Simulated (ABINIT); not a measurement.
Runs of ABINIT 10.8.3 (patched build) on MoS2. The structure is trigonal, space group P-3m1 (No. 164). The conventional cell has a = 3.227 Å, b = 3.227 Å, c = 6.312 Å, α = 90.00°, β = 90.00°, γ = 120.00°. Mo (site symmetry -3m) is surrounded by 6 S at 2.42 Å. Around S (site symmetry 3m) lie 3 Mo at 2.42 Å. Measurements of this composition are mostly on another form, of space group No. 194.

```csv
level,k mesh,cutoff (eV),optimiser (ionmov),force stop (Ha/bohr),fine-grid cutoff,mesh quality,gap on the mesh (eV),pressure (GPa),relaxed volume (Å³/atom)
PBE+D2,9 × 9 × 4,544,2,0.0001,1088.46 eV,not flagged,none,0.0,18.07
r2SCAN,4 × 4 × 2,653,22,0.0005,1251.72 eV,coarse,none,-0.1,(a)
PBE+D3,9 × 9 × 4,544,2,0.0001,1088.46 eV,not flagged,none,0.0,17.50
PBE+D3(BJ),9 × 9 × 4,544,2,0.0001,1088.46 eV,not flagged,none,0.0,16.90
```

Alike in all rows: task relaxation of cell and atoms; potentials or basis JTH PAW PBE v2.0; no spin polarisation; cell relaxed; smearing fermi-dirac 0.05 eV.

Q: Estimate the missing entries.

A: (a) 18.93.

Caveats: some runs use coarse meshes; the PAW data sets were made with another functional, which shifts forces and pressure a little (some runs).

A k mesh can miss the band edges, and the runs leave out spin-orbit coupling on Mo.

A gap of «none» marks a metal or a gap under the smearing width.
